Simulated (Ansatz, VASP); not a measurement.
**One calculation of ZrC, two programs**

```
Zr C
1.0
     0.00000    2.29369    2.37480
     2.29369    0.00000    2.37480
     2.29369    2.29369    0.00000
Zr C
1 1
Cartesian
  2.3086 2.2937 2.3748
  -0.1134 0.0000 0.0000
```

Change from the starting cell: mode 4 frozen in at -0.115 Å, strain +e along z and -e/2 along x and y +0.0233.

Alike in both runs: task single point; functional LDA; k mesh 16 × 16 × 16; occupations gaussian, width 0.15 eV; no spin polarisation.

|  | VASP | Ansatz |
| --- | --- | --- |
| version | VASP 6.6.1 | Ansatz 0.2.0 |
| potentials or method | VASP PAW LDA potentials, release 64 (Zr_sv, C) | scalar-relativistic, plane waves, PAW |
| plane-wave cutoff (eV) | 520 | 520 |
| valence electrons in the cell | 16 | 16 |

Ansatz gave:

| Quantity | Value |
| --- | --- |
| gap on the k mesh at the Fermi level (eV) | none |
| pressure (GPa) | 2.3 |
| largest component of the traceless stress (GPa) | 10.97 |
| rms of the force components (eV/Å) | 0.690 |

Q: What did VASP give for the same quantities?

A: gap on the k mesh at the Fermi level (eV): none; pressure (GPa): 2.9; largest component of the traceless stress (GPa): 11.07; rms of the force components (eV/Å): 0.697.

Atom by atom the forces differ by 0.007 eV/Å (rms over components). A gap of «none» marks a metal or a gap that the smearing closes.

Caveats: forces of over 1 eV/Å show positions far from the minimum, so gaps and moduli don't describe the material at rest.
